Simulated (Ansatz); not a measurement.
## From a trial cell to the properties of Ag (bcc)

The computed numbers are results of PBE, scalar-relativistic (no spin polarisation) in the plane-wave PAW code Ansatz at 420 eV, Γ-centred 18×18×18 mesh, 0.05 eV Gaussian smearing. The datasets are Ansatz's generated set soft_2.

At room temperature and ambient pressure Ag is fcc.

The first cell:

```xyz
1
Lattice="-1.6231 1.6231 1.6231 1.6231 -1.6231 1.6231 1.6231 1.6231 -1.6231" Properties=species:S:1:pos:R:3 pbc="T T T"
Ag    0.0000    0.0000    0.0000
```

The first steps of the search for zero pressure:

| run | level | k-mesh | kind | V (Å³/atom) | P (GPa) | gap on the mesh (eV) |
| --- | --- | --- | --- | --- | --- | --- |
| 1 | PBE | 18×18×18 | fixed cell | 17.10 | 5.2 | metal |
| 2 | PBE | 18×18×18 | fixed cell | 17.70 | 1.7 | metal |

**Question.** At which volume does PBE reach zero pressure?

**Answer.** 18.03 Å³/atom, about 5.4 % over the start.

The steps that followed:

| run | level | k-mesh | kind | V (Å³/atom) | P (GPa) | E − E(final) (meV/atom) | gap on the mesh (eV) |
| --- | --- | --- | --- | --- | --- | --- | --- |
| 3 | PBE | 18×18×18 | fixed cell | 18.03 | 0.0 | 0.0 | metal |

Cell and atoms are those of this level's equilibrium.

The final structure (symmetry read at 0.01 Å). It takes space group Im-3m (No. 229, cubic). The conventional cell has a = 3.304 Å, b = 3.304 Å, c = 3.304 Å, α = 90.00°, β = 90.00°, γ = 90.00°. Around Ag (site symmetry m-3m) lie 8 Ag at 2.86 Å. (Shells end 15 % past the nearest neighbour.)

- At the final geometry the gap, band path included, is zero (metallic).

**Reading the result.**

With 19 valence electrons in the calculation's cell and no magnetic order, the bands, two electrons each, can't all be full or empty: band theory demands a metal.
